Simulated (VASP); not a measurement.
Set up this calculation in VASP 6.6.1, as the native input.

| Item | Value |
| --- | --- |
| Task | single point |
| Functional | BLYP |
| Potentials or basis | VASP PAW PBE potentials, release 64 (Na_pv) |
| Cutoff | 520 eV |
| k mesh | 15 × 15 × 15 |
| Occupations | fermi-dirac, width 0.1 eV |
| Spin | no spin polarisation |
| Dipole correction | no |
| Further INCAR settings | ALGO = Normal; EDIFF = 1e-06; NBANDS = 10 |

The structure of Na lies in POSCAR:

```
Na
1.0
    3.4629935964      0.0000000000      0.0000000000
    0.0000000000      3.4629935964      0.0000000000
    0.0000000000      0.0000000000      3.4629935964
Na
1
Direct
    0.0000000000      0.0000000000      0.0000000000
```

This isn't the form of Na at room conditions, which is bcc.

One way to write it, as run:

INCAR

```
SYSTEM = Na
PREC     = Accurate       ! precision mode
ENCUT    = 520            ! plane-wave cutoff, eV
EDIFF    = 1E-6           ! SCF threshold, eV
ISMEAR   = -1             ! smearing method
SIGMA    = 0.1            ! smearing width, eV
LREAL    = .False.        ! projectors in reciprocal space
LASPH    = .True.         ! aspherical terms in the spheres
NELM     = 60             ! most SCF steps
ALGO     = Normal         ! electronic algorithm
ISIF     = 2              ! what is computed and relaxed
LWAVE    = .False.        ! write WAVECAR
LCHARG   = .False.        ! write CHGCAR
GGA      = B5             ! functional
ALDAX    = 1.0          
AGGAX    = 1.0          
AGGAC    = 1.0          
ALDAC    = 0.0          
NBANDS   = 10             ! bands
```

KPOINTS

```
Automatic mesh
0
Gamma
  15 15 15
  0 0 0
```

Potentials or basis: VASP PAW PBE potentials, release 64 (Na_pv).

Run with:

```sh
$ cat potpaw_PBE.64/Na_pv/POTCAR > POTCAR
$ mpirun -np 1 vasp_std > vasp.out
```

It gave:

```yaml
Pressure: 0.0 GPa
Band_gap_on_the_k_mesh: none (metal or under the smearing width)
```

Caveat: the PAW data sets were made with another functional, which shifts forces and pressure a little.

Wall time 13 s on 1 thread of Intel(R) Xeon(R) 6975P-C (Granite Rapids), on a shared host, peak memory 0.17 GiB.
